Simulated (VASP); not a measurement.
A run of VASP 6.6.1 is set up as follows.

Contents of INCAR:

```
PREC = Accurate
ENCUT = 520
EDIFF = 1E-7
ISMEAR = 0
SIGMA = 0.02
LREAL = False
LASPH = True
NELM = 120
ALGO = Fast
ISIF = 2
LWAVE = False
LCHARG = True
ISPIN = 2
MAGMOM = 1 1 1 1 0 0 0 0
LORBIT = 11
LMAXMIX = 4
GGA = PE
LELF = True
```

KPOINTS

```
regular mesh
0
Gamma
  5 5 5
```

POSCAR

```
SiNi
1.0
    4.5036940000      0.0000000000      0.0000000000
    0.0000000000      4.5036940000      0.0000000000
    0.0000000000      0.0000000000      4.5036940000
Ni Si
4 4
Direct
    0.1495040000      0.1495040000      0.1495040000
    0.6495040000      0.3504960000      0.8504960000
    0.8504960000      0.6495040000      0.3504960000
    0.3504960000      0.8504960000      0.6495040000
    0.8468300000      0.8468300000      0.8468300000
    0.3468300000      0.6531700000      0.1531700000
    0.1531700000      0.3468300000      0.6531700000
    0.6531700000      0.1531700000      0.3468300000
```

Potentials or basis: VASP PAW PBE potentials, release 64 (Ni, Si).

Launch:

```bash
$ cat potpaw_PBE.64/Ni/POTCAR potpaw_PBE.64/Si/POTCAR > POTCAR
$ mpirun -np 1 vasp_std > vasp.out
```

Question: Predict the band gap on the k mesh.

Answer: None (metal or under the smearing width).

Question: Estimate the pressure.

Answer: 1.9 GPa.

Forces on the atoms (eV/Å):
```
Ni  -0.011 -0.011 -0.011
Ni  -0.011  0.011  0.011
Ni   0.011 -0.011  0.011
Ni   0.011  0.011 -0.011
Si  -0.011 -0.011 -0.011
Si  -0.011  0.011  0.011
Si   0.011 -0.011  0.011
Si   0.011  0.011 -0.011
```
